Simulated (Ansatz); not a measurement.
# SnSe (Fm-3m) in Ansatz: a series of runs

One crystal, SnSe, is run at these levels: PBE; tasks: single point.

Program: Ansatz 0.2.0. These are calculated values, not measurements. Logs are shortened: lines on timing, memory, paths and dates and some standing lists are left out, and cuts for length are marked.

## Step 1: The crystal as given

Symmetry: Fm-3m, No. 225, cubic system. Conventional cell: a = 6.020 Å, b = 6.020 Å, c = 6.020 Å, α = 90.00°, β = 90.00°, γ = 90.00°. Around Sn (site symmetry m-3m) lie 6 Se at 3.01 Å. Se (site symmetry m-3m) is surrounded by 6 Sn at 3.01 Å.

Measurements of this composition are mostly on another form, of space group No. 62.

## Step 2: Single point, PBE

Input file input.yaml:

```yaml
crystal:
  lattice:
    - [0.0, 3.01, 3.01]
    - [3.01, 0.0, 3.01]
    - [3.01, 3.01, 0.0]
  atoms:
    - { symbol: Sn, position: [0.0, 0.0, 0.0] }
    - { symbol: Se, position: [0.5, 0.5, 0.5] }
hamiltonian:
  xc: pbe
  pseudopotentials: { kind: paw }
kpoints:
  mp_grid: { grid: [8, 8, 8] }
scf:
  occupations: { method: gaussian, width: 0.012 }
output:
  forces: true
  stress: true
  eigenvalues: true
```

Potentials or basis: Ansatz PAW.

Command:

```console
$ ansatz run input.yaml --threads 2 --pin off --max-ram 5632MiB --backend cpu --events-out ev --progress --plain --runs-dir out
```

The log of the run:

```text
Warning: RAYON_NUM_THREADS=2 ignored (pool sized by the plan → 2); use --threads N
Engine: ansatz 0.2.0, aarch64-unknown-linux-gnu
Pseudopotentials: kind: paw
Pseudopotential: Sn, paw, valence charge 14, recommended cutoff 420 eV (normal), Sn.paw.azcp
Pseudopotential: Se, paw, valence charge 16, recommended cutoff 420 eV (normal), Se.paw.azcp
Functional definition: PBE
  parameter kappa = 0.804
  parameter beta = 0.06672455060314922
  exchange = pbe_x(kappa = kappa, mu = beta*pi^2/3)
  correlation = pbe_c(beta = beta)
Crystal: 2 atoms, lattice volume = 54.542 Å³
Basis set: ecut = 420 eV, 1067 PW (Γ), exchange–correlation on 60×60×60 points (8 copies of the dense FFT grid, shifted against one another)
Bands: 19, of which v1, the nominal top of the filled ones, is band 15 counted from 1 (14 counted from 0)
Symmetry: 48 space group operations
Space group: Fm-3m (ITA 225), of the structure as read, at distance tolerance 3.8e-5 Å
k-points: 29 of 512
Non-local potential: Sn, projectors of the file, l = 0: 2, l = 1: 2, l = 2: 2, l = 3: 2
Non-local potential: Se, projectors of the file, l = 0: 2, l = 1: 2, l = 2: 3, l = 3: 1
PAW form: soft (Blöchl's): semilocal exchange-correlation on the pseudo side does not see the compensation charge
PAW one-centre angular grid: Sn, 590 points (default); XC on 64 Gauss nodes
PAW one-centre angular grid: Se, 590 points (default); XC on 64 Gauss nodes
Initial density: superposition of atomic densities (neutral atoms: chi_scale 0, normalization atom), corrected by the library's trained network
Initial wavefunctions: pseudopotential atomic-orbital guess
Functional: x = pbe(κ = 0.804, μ = 0.2195149727645171), c = pbe(β = 0.06672455060314922)
SCF iter   1: F=—  HF=-11494.162289 eV  |F-HF|=—  |Δ(HF+E_count)|=         —  Δρ=4.32e-4  dr2=4.45e-5  ethr=1.77e-3  ⟨swp⟩=6.2  Hψ=2708  notcnv=0
preconditioner: auto → none  [insulator: Δε(μ)=0.582 eV  Ē_g=17.403 eV  σ=0.012 eV  W_gap=1.00  n_scr=14 (ndim 8)  ℏωp=22.5 eV  f_vac=0.016  D(μ)=0.00/eV (n_scr^D=0)  ε∞_Penn≈2.7]
SCF iter   2: F=—  HF=-11494.161407 eV  |F-HF|=—  |Δ(HF+E_count)|=   8.83e-4  Δρ=3.37e-4  dr2=3.89e-5  ethr=1.48e-7  ⟨swp⟩=3.0  Hψ=1387  notcnv=0
SCF iter   3: F=—  HF=-11494.161410 eV  |F-HF|=—  |Δ(HF+E_count)|=   3.22e-6  Δρ=1.95e-4  dr2=1.06e-5  ethr=1.30e-7  ⟨swp⟩=2.7  Hψ=1095  notcnv=0
SCF iter   4: F=—  HF=-11494.161430 eV  |F-HF|=—  |Δ(HF+E_count)|=   2.03e-5  Δρ=6.05e-5  dr2=1.19e-6  ethr=3.52e-8  ⟨swp⟩=2.0  Hψ=986  notcnv=0
SCF iter   5: F=—  HF=-11494.161433 eV  |F-HF|=—  |Δ(HF+E_count)|=   2.49e-6  Δρ=2.98e-5  dr2=4.50e-7  ethr=3.98e-9  ⟨swp⟩=2.0  Hψ=706  notcnv=0
SCF iter   6: F=-11494.161432 eV  HF=-11494.161433 eV  |F-HF|=7.27e-8  |Δ(HF+E_count)|=   3.38e-7  Δρ=9.57e-6  dr2=4.62e-8  ethr=3.33e-10  ⟨swp⟩=3.0  Hψ=2437  notcnv=0
SCF 1 converged in 6 iterations: F = -11494.161432 eV  dr2 = 4.62e-8
SCF converged after 6 iterations
Free energy (F): -11494.161432 eV
Harris-Foulkes:  -11494.161433 eV  (|F-HF|=7.27e-8)
Internal energy: -11494.161432 eV  (E = F + TS)
E sigma→0 (E₀):  -11494.161432 eV
Fermi energy:    9.367231 eV
--- Per-component energies (eV) ---
  E_band       = -476.411552
  E_kinetic    = 303.173426
  E_local      = -3323.932892  (includes V_loc(G=0)·N_el)
  E_nonlocal   = -628.540658
  E_hartree    = 1749.092409
  E_xc         = -487.618510
  E_vxc        = -194.863627  (∫ρ·V_xc dr)
  E_paw        = -6043.948648  (= ΣΔE_a)
  E_vpaw       = -130.419299  (= ΣTr[D̂ρ^β])
  E_aug_tail   = -0.000574  (compensation charges beyond the density's cutoff)
  E_ewald      = -3062.385987
  E_smearing   = -0.000000  (= −TS)
  E_closure    = 0.000000  (closes the sum)
  Σ components = -11494.161432   (vs F -11494.161432, Δ=0.00e0)
--- Forces (eV/Å), atoms counted from 1 ---
  atom   1  Sn    -0.00000000     0.00000000    -0.00000000
  atom   2  Se     0.00000000    -0.00000000     0.00000000
  max |Σ_I F_I| component: 2.05e-29 eV/Å
--- Stress (GPa, compression-positive) ---
        0.925246       0.000000      -0.000000
       -0.000000       0.925246       0.000000
        0.000000       0.000000       0.925246
  P = ⅓ Tr σ = 0.9252 GPa (9.252 kbar)
--- Band table (eV; the first three rows and the last of 29) ---
  k-point 0: bands = ["-38.5948", "-38.5948", "-38.5931", "-38.5931", "-38.5931", "-12.5317", "-12.5317", "-12.5317", "-12.5291", "-12.5291", "-4.7901", "4.0111", "6.8887", "6.8887", "6.8887", "13.3975", "13.3975", "13.3975", "14.9510"]
  k-point 1: bands = ["-38.5948", "-38.5948", "-38.5931", "-38.5931", "-38.5931", "-12.5313", "-12.5313", "-12.5313", "-12.5288", "-12.5288", "-4.6811", "3.4314", "6.9083", "6.9083", "7.3474", "12.5266", "12.6688", "12.6688", "14.9349"]
  k-point 2: bands = ["-38.5948", "-38.5948", "-38.5931", "-38.5931", "-38.5931", "-12.5338", "-12.5338", "-12.5304", "-12.5247", "-12.5247", "-4.3877", "2.3511", "6.9745", "6.9745", "8.0955", "11.2316", "11.5214", "11.5214", "15.2365"]
  k-point 28: bands = ["-38.5948", "-38.5947", "-38.5931", "-38.5931", "-38.5930", "-12.5485", "-12.5282", "-12.5264", "-12.5264", "-12.5142", "-3.5556", "2.1727", "4.3776", "4.3776", "8.2699", "10.5739", "13.8467", "13.8467", "16.3049"]
```

Wall time 1 s (2 threads of Arm Neoverse V1, shared host); peak memory 0.33 GiB.

What came out:

* Free energy: -11494.1614 eV
* Pressure: 0.9 GPa
* Band gap on the k mesh: 0.58 eV, direct

Levels at points of the mesh, in eV from the valence-band top:
```csv
k point,band 11,band 12,band 13,band 14,band 15,band 16,band 17,band 18,band 19
"(0.00, 0.00, 0.00)",-13.87,-5.07,-2.19,-2.19,-2.19,4.32,4.32,4.32,5.87
"(0.00, 0.00, -0.50)",-12.94,-8.04,-1.94,-1.94,0.00,0.58,1.26,1.26,8.25
"(0.00, -0.50, -0.50)",-12.66,-6.00,-5.46,-3.63,-3.63,3.03,5.35,5.35,5.97
```

Caveat: spin-orbit coupling is left out, which moves the levels of the heavy elements.

## Step 3: Single point, PBE

Edit input.yaml of step 2 so:

```diff
@@ -14,3 +14,3 @@
 scf:
-  occupations: { method: gaussian, width: 0.012 }
+  occupations: { method: gaussian, width: 0.025 }
 output:
```

Potentials or basis: Ansatz PAW.

Command:

```console
$ ansatz run input.yaml --threads 2 --pin off --max-ram 5632MiB --backend cpu --events-out ev --progress --plain --runs-dir out
```

Run time: 2.2 s. Hardware: 2 threads of Arm Neoverse V1, shared host; peak memory 0.33 GiB.

It converged, with:

```yaml
Free_energy: -11494.1614 eV
Pressure: 0.9 GPa
Band_gap_on_the_k_mesh: 0.58 eV, direct
```

Levels at points of the mesh, in eV from the valence-band top:
```tsv
k point	band 13	band 14	band 15	band 16	band 17	band 18
(0.00, 0.00, 0.00)	-2.19	-2.19	-2.19	4.32	4.32	4.32
(0.00, 0.00, -0.50)	-1.94	-1.94	0.00	0.58	1.26	1.26
(0.00, -0.50, -0.50)	-5.46	-3.63	-3.63	3.03	5.35	5.35
```

Caveat: spin-orbit coupling is left out, which moves the levels of the heavy elements.
